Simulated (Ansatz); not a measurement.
BaTiO$_{3}$, one cell by several methods

```
Ba Ti O
1.0
     4.00730    0.00000    0.00000
     0.00000    4.00730    0.00000
     0.00000    0.00000    4.00730
Ba Ti O
1 1 3
Cartesian
  2.0036 2.0036 2.0036
  0.0000 0.0000 0.0000
  2.0036 0.0000 0.0000
  0.0000 2.0036 0.0000
  0.0000 0.0000 2.0036
```

Atom numbers follow the list: Ba1, Ti2, O3, O4, O5.

The cell is COD entry 1507757, as deposited and not checked against the literature; nothing was relaxed.

No spin–orbit coupling, which matters for the heavy atoms here.

Methods: DFT, PBE, PAW with Ansatz's default frozen-core files, scalar-relativistic (Ansatz 0.2.0); DFT, PBE, all-electron PAW with datasets made for the crystal, scalar-relativistic (Ansatz 0.2.0); DFT, PBE, all-electron LAPW, scalar-relativistic (Ansatz 0.2.0).

For PAW: a Γ-centred 8×8×8 k mesh, Fermi–Dirac smearing of 0.05 eV, cutoff 420 eV, no spin polarisation. The crystal-made all-electron datasets (AE datasets) take a cutoff of 540 eV at this cell. LAPW targets a basis error of 1 meV/atom. The Ansatz runs share mesh, smearing and spin set-up. Plane-wave (PAW) pressures include the program's estimate of the Pulay term.

Stress and pressure are positive in compression.

Spin–orbit coupling is left out, which moves gradients at and beside heavy atoms by some per cent and at worst by a factor of two.

Levels count from the top of the valence band.

| quantity | PAW | AE datasets | LAPW |
| --- | --- | --- | --- |
| pressure (GPa) | 1.49 | 1.50 | 1.50 |
| band gap (eV) | 1.804 | 1.797 | 1.797 |
| highest filled level at X (eV) | -0.672 | -0.675 | -0.675 |
| lowest empty level at X (eV) | 1.930 | 1.924 | 1.924 |
| highest filled level at Γ (eV) | -0.109 | -0.112 | -0.112 |
| lowest empty level at Γ (eV) | 1.804 | 1.797 | 1.797 |
| highest filled level at M (eV) | -0.049 | -0.049 | -0.049 |
| lowest empty level at M (eV) | 3.532 | 3.529 | 3.529 |
| field gradient Vzz at O3 (10²¹ V/m²) | 2.60 | 2.51 | – |

PAW's pressure differs from the LAPW value by about 0.01 GPa or less.
